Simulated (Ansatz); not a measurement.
## GaN: energy along a strain

GaN, P6_3mc, a = 3.180 Å, c = 5.166 Å (as given, not relaxed at this level: 7.3 GPa, forces to 0.14 eV/Å). Ansatz: PBE, PAW, 420 eV, Γ-centred 12×12×6 mesh on 4 atoms, Gaussian smearing 0.05 eV; no spin polarisation. Cell vectors (Å): 3.180 0.000 0.000; -1.590 2.754 0.000; 0.000 0.000 5.166. The cell is strained by x per cent times the pattern (0 1 0 0 0 0) in the order xx yy zz yz xz xy (engineering shears), with fractional coordinates held. y is the free energy over the start, V0 = 11.310 Å³/atom.

| x (%) | y (meV/atom) |
| --- | --- |
| -4.00 | ? |
| -3.00 | 28.36 |
| -2.00 | 15.54 |
| -1.00 | 6.16 |
| 0.00 | 0.00 |
| 1.00 | -3.20 |
| 2.00 | -3.61 |
| 3.00 | -1.50 |
| 3.50 | 0.45 |
| 4.00 | 2.99 |

Fit y = c1 x + c2 x² + c3 x³ to the other rows, get the stiffness along the pattern, and predict the missing energy.

Least squares on the rows shown. y = −4.6483 x + 1.4923 x² − 0.036089 x³. The clamped-ion stiffness p·C·p = 2 × 14.92 eV × 160.2 / 11.310 Å³ = 423 GPa, which is C22 in these axes (second derivative at the start, which stands under stress). At x = -4.00 the fit asked for gives 44.78 meV/atom. The run gave 44.89 meV/atom, so the fit is 0.11 meV/atom too low, a small miss on the scale of the series.